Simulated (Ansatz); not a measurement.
**SiC: C vacancy**

Method: Ansatz 0.2.0, DFT PBE, scalar-relativistic, plane waves, PAW. (420 eV cutoff, 1×1×1 k-mesh, Gaussian smearing of 0.01 eV, collinear spin in charge +1 alone)

Host crystal, relaxed:

```
Si C
1.0
     3.09194    0.00000    0.00000
    -1.54597    2.67770    0.00000
     0.00000    0.00000    5.07429
Si C
2 2
Direct
  0.33333 0.66667 0.49958
  0.66667 0.33333 0.99958
  0.33333 0.66667 0.87542
  0.66667 0.33333 0.37542
```

Supercell of 16 atoms, rows in host cell vectors: 0 0 1; 0 2 0; -2 -2 0. Atoms relax at the host's cell, keeping the symmetry that the supercell leaves at the site. The cell is small, so energies carry finite-size errors of tenths of an eV. The zone centre alone is far too coarse a mesh for this cell, so the numbers show that error and aren't the defect's converged properties. The host's Kohn–Sham gap is 2.31 eV.

Defect: C vacancy, charge 0.

Command:

```bash
ansatz run input.yaml --threads 4 --pin off --max-ram 8192MiB --backend cpu --events-out ev --progress --plain --runs-dir out
```

The input:

```yaml
crystal:
  lattice:
    - [0.0, 0.0, 5.0742922929]
    - [-3.0919365161, 5.3553911397, 0.0]
    - [-3.0919365161, -5.3553911397, 0.0]
  atoms:
    - { symbol: Si, position: [0.4995817072, 0.1666666667, 0.3333333333] }
    - { symbol: Si, position: [0.4995817072, 0.6666666667, 0.3333333333] }
    - { symbol: Si, position: [0.4995817072, 0.1666666667, 0.8333333333] }
    - { symbol: Si, position: [0.4995817072, 0.6666666667, 0.8333333333] }
    - { symbol: Si, position: [0.9995817072, 0.8333333333, 0.1666666667] }
    - { symbol: Si, position: [0.9995817072, 0.3333333333, 0.1666666667] }
    - { symbol: Si, position: [0.9995817072, 0.8333333333, 0.6666666667] }
    - { symbol: Si, position: [0.9995817072, 0.3333333333, 0.6666666667] }
    - { symbol: C, position: [0.8754182928, 0.6666666667, 0.3333333333] }
    - { symbol: C, position: [0.8754182928, 0.1666666667, 0.8333333333] }
    - { symbol: C, position: [0.8754182928, 0.6666666667, 0.8333333333] }
    - { symbol: C, position: [0.3754182928, 0.8333333333, 0.1666666667] }
    - { symbol: C, position: [0.3754182928, 0.3333333333, 0.1666666667] }
    - { symbol: C, position: [0.3754182928, 0.8333333333, 0.6666666667] }
    - { symbol: C, position: [0.3754182928, 0.3333333333, 0.6666666667] }
  host:
    lattice:
      - [3.0919365161, 0.0, 0.0]
      - [-1.545968258, 2.6776955698, 0.0]
      - [0.0, 0.0, 5.0742922929]
    atoms:
      - { symbol: Si, position: [0.3333333333, 0.6666666667, 0.4995817072] }
      - { symbol: Si, position: [0.6666666667, 0.3333333333, 0.9995817072] }
      - { symbol: C, position: [0.3333333333, 0.6666666667, 0.8754182928] }
      - { symbol: C, position: [0.6666666667, 0.3333333333, 0.3754182928] }
basis:
  ecutwfc: 420
  xc_grid: 2
kpoints:
  mp_grid: { grid: [1, 1, 1], shift: [0.0, 0.0, 0.0] }
hamiltonian:
  xc: pbe
scf:
  occupations: { method: gaussian, width: 0.01 }
output:
  forces: true
  stress: false
  eigenvalues: true
  charged_corrections:
    defect_position: [0.87541829, 0.16666667, 0.33333333]
    epsilon: [[10.2148, 0.0, 0.0], [0.0, 10.2148, 0.0], [0.0, 0.0, 11.3838]]
relax:
  adjacent_minimum: "off"
  f_tol: 0.025
  max_steps: 45
```

From the output:

```
Warning: RAYON_NUM_THREADS=4 ignored (pool sized by the plan → 4); use --threads N
Crystal: 15 atoms, lattice volume = 168.046 Å³
Basis set: ecut = 420 eV, 3299 PW (Γ), exchange–correlation on 72×90×90 points (8 copies of the dense FFT grid, shifted against one another)
Bands: 45, of which v1, the nominal top of the filled ones, is band 30 counted from 1 (29 counted from 0)
Symmetry: 6 space group operations
Space group: P3m1 (ITA 156), of the structure as read, at distance tolerance 5.5e-5 Å
k-points: 1
relax step   1: F+E_penalty+E_count = -6839.52864853 eV  Δ(F+E_penalty+E_count) = +0.000e0 eV  max|allowed force component| = 1.280e0 eV/Å  Δτ_max = 0.0000 Å
relax step   2: F+E_penalty+E_count = -6839.89594848 eV  Δ(F+E_penalty+E_count) = -3.673e-1 eV  max|allowed force component| = 5.193e-1 eV/Å  Δτ_max = 0.0889 Å
relax step   3: F+E_penalty+E_count = -6839.95914941 eV  Δ(F+E_penalty+E_count) = -6.320e-2 eV  max|allowed force component| = 3.563e-1 eV/Å  Δτ_max = 0.0519 Å
relax step   4: F+E_penalty+E_count = -6840.03775069 eV  Δ(F+E_penalty+E_count) = -7.860e-2 eV  max|allowed force component| = 2.905e-1 eV/Å  Δτ_max = 0.0946 Å
relax step   5: F+E_penalty+E_count = -6840.06324654 eV  Δ(F+E_penalty+E_count) = -2.550e-2 eV  max|allowed force component| = 2.388e-1 eV/Å  Δτ_max = 0.0539 Å
relax step   6: F+E_penalty+E_count = -6840.07241888 eV  Δ(F+E_penalty+E_count) = -9.172e-3 eV  max|allowed force component| = 5.763e-2 eV/Å  Δτ_max = 0.0265 Å
relax step   7: F+E_penalty+E_count = -6840.07282512 eV  Δ(F+E_penalty+E_count) = -4.062e-4 eV  max|allowed force component| = 1.645e-2 eV/Å  Δτ_max = 0.0048 Å
SCF converged after 5 iterations
Free energy (F): -6840.072825 eV
E sigma→0 (E₀):  -6840.072825 eV
Fermi energy:    10.737755 eV
```

The relaxation gained 0.54 eV in 7 steps. The run took 2.7 s on 4 threads of Arm Neoverse V1, on a shared host, peak memory 0.32 GiB.